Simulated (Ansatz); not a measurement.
## Os, one cell by several methods

```xyz
1
Lattice="0.0000 1.9282 1.9282 1.9282 0.0000 1.9282 1.9282 1.9282 0.0000" Properties=species:S:1:pos:R:3 pbc="T T T"
Os    0.0000    0.0000    0.0000
```

The structure comes from a relaxation in the same program, started in the fcc type, and has space group Fm-3m. Whether it is a known phase or the ground state wasn't checked.

Spin–orbit coupling is left out, though it moves levels of the heavy atoms by tenths of an eV or more.

Levels of theory: DFT, PBE, PAW with Ansatz's default frozen-core files, scalar-relativistic (Ansatz 0.2.0); DFT, PBE, all-electron PAW with datasets made for the crystal, scalar-relativistic (Ansatz 0.2.0); DFT, PBE, all-electron LAPW, scalar-relativistic (Ansatz 0.2.0).

For PAW: a Γ-centred 17×17×17 k mesh, Fermi–Dirac smearing of 0.05 eV, cutoff 420 eV, no spin polarisation. The crystal-made all-electron datasets (AE datasets) take a cutoff of 300 eV at this cell. LAPW targets a basis error of 1 meV/atom. The Ansatz runs share mesh, smearing and spin set-up. Plane-wave (PAW) pressures include the program's estimate of the Pulay term.

Stress and pressure are positive in compression.

Levels count from the Fermi level.

| quantity | PAW | AE datasets | LAPW |
| --- | --- | --- | --- |
| pressure (GPa) | 0.00 | 0.00 | 0.00 |
| highest filled level at U (eV) | -1.974 | -1.973 | -1.973 |
| lowest empty level at U (eV) | 0.309 | 0.308 | 0.308 |
| highest filled level at L (eV) | -0.234 | -0.233 | -0.233 |
| lowest empty level at L (eV) | 2.395 | 2.395 | 2.395 |
| highest filled level at X (eV) | -6.667 | -6.665 | -6.665 |
| lowest empty level at X (eV) | 2.269 | 2.271 | 2.271 |

PAW's pressure differs from the LAPW value by about 0.01 GPa or less. Datasets made for the crystal and LAPW share parts of one code, so their agreement isn't an independent check.
